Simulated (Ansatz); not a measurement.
**MgS: the band gap up the ladder of functionals**

The task here is to estimate one member of a computed series from the others.

Program: Ansatz 0.2.0. PAW datasets, plane waves. No spin polarisation. The prototype was imposed, so other structures may be more stable.

1 further run of the same task is left out (for a known fault of the program).

## Starting point

The cell was relaxed beforehand with r2SCAN.

Space group Pm-3m (No. 221), cubic; conventional cell a = 3.263 Å, 17.37 Å³ an atom. Mg has 8 S at 2.83 Å; S has 8 Mg at 2.83 Å.

The structure in full:

```cif
data_structure
_symmetry_space_group_name_H-M 'P 1'
_symmetry_Int_Tables_number 1
_cell_length_a 3.2628
_cell_length_b 3.2628
_cell_length_c 3.2628
_cell_angle_alpha 90.000
_cell_angle_beta 90.000
_cell_angle_gamma 90.000
_cell_volume 34.74
loop_
_atom_site_label
_atom_site_type_symbol
_atom_site_fract_x
_atom_site_fract_y
_atom_site_fract_z
_atom_site_occupancy
Mg1 Mg 0.00000 0.00000 0.00000 1
S1 S 0.50000 0.50000 0.50000 1
```

The first run:

File input.yaml:

```yaml
crystal:
  lattice:
    - [3.2628174056, 0.0, 0.0]
    - [0.0, 3.2628174056, 0.0]
    - [0.0, 0.0, 3.2628174056]
  atoms:
    - { symbol: Mg, position: [0.0, 0.0, 0.0] }
    - { symbol: S, position: [0.5, 0.5, 0.5] }
kpoints:
  mp_grid: { grid: [8, 8, 8] }
  band_path:
    path:
      - [[0.0, 0.0, 0.0], [0.0, 0.5, 0.0], [0.5, 0.5, 0.0], [0.0, 0.0, 0.0], [0.5, 0.5, 0.5], [0.0, 0.5, 0.0]]
      - [[0.5, 0.5, 0.5], [0.5, 0.5, 0.0]]
    npoints: 10
hamiltonian:
  xc: pbe
scf:
  occupations: { method: fermi_dirac, width: 0.02 }
  n_extra_bands: 4
output:
  forces: true
  stress: true
  eigenvalues: true
```

Among the steps run: PBE band path; Single point with r2SCAN; HSE06; LDA at the same geometry.

One of the session's tables, all rows but one given; the rest of the session is left out.

```
 level  gap (eV)
   PBE     -0.35
r2SCAN      0.09
 HSE06      0.08
   LDA         ?
```

**Question.** Estimate the row for LDA.

The run gave: gap (eV): -0.41. In the column «gap (eV)» it is the lowest.

Meshes: PBE 8×8×8, r2SCAN 8×8×8, HSE06 6×6×6, LDA 8×8×8

PBE finds no gap, while HSE06, r2SCAN open one of up to 0.09 eV: the level of theory decides whether this is called a metal.

To keep in mind: Warnings in the runs' records: stress scf threshold loose, stress exchange threshold loose.
